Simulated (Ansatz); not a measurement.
GeO$_{2}$ (alpha-quartz type, space group P3_121)

```
GeO2
1.0
    5.09349     0.00000     0.00000
   -2.54674     4.41109     0.00000
    0.00000     0.00000     5.76775
Ge O
3 6
Direct
  0.45565   0.00000   0.83333
  0.00000   0.45565   0.16667
  0.54435   0.54435   0.50000
  0.39740   0.29816   0.74186
  0.70184   0.09924   0.07519
  0.90076   0.60260   0.40853
  0.09924   0.70184   0.92481
  0.29816   0.39740   0.25814
  0.60260   0.90076   0.59147
```

These are PBE (plane waves to 420 eV, PAW, scalar-relativistic; Ansatz, a program for electronic structure) values and carry that method's errors. Harmonic phonons by density-functional perturbation theory on a 6×6×6 k mesh, in cm⁻¹; i marks imaginary ones, q is in fractions of the reciprocal vectors of the cell shown, and the three acoustic modes at Γ are left out. The non-analytic (LO-TO) term is not included, so polar modes at Γ have their transverse values. GeO2 was relaxed with its symmetry unable to fall.

Question: Does any mode at Γ come out imaginary?

Answer: No imaginary mode at these points (lowest 110 cm⁻¹ at Γ); other wave vectors were not tested.

Question: List the wavenumbers at Γ, with degeneracies.

Answer: 
| q | wavenumbers (cm⁻¹) |
|---|---|
| Γ | 110 (×2), 153, 190 (×2), 217, 229, 233 (×2), 295 (×2), 318, 406, 474 (×2), 492, 538 (×2), 783 (×2), 798, 805, 886 (×2) |
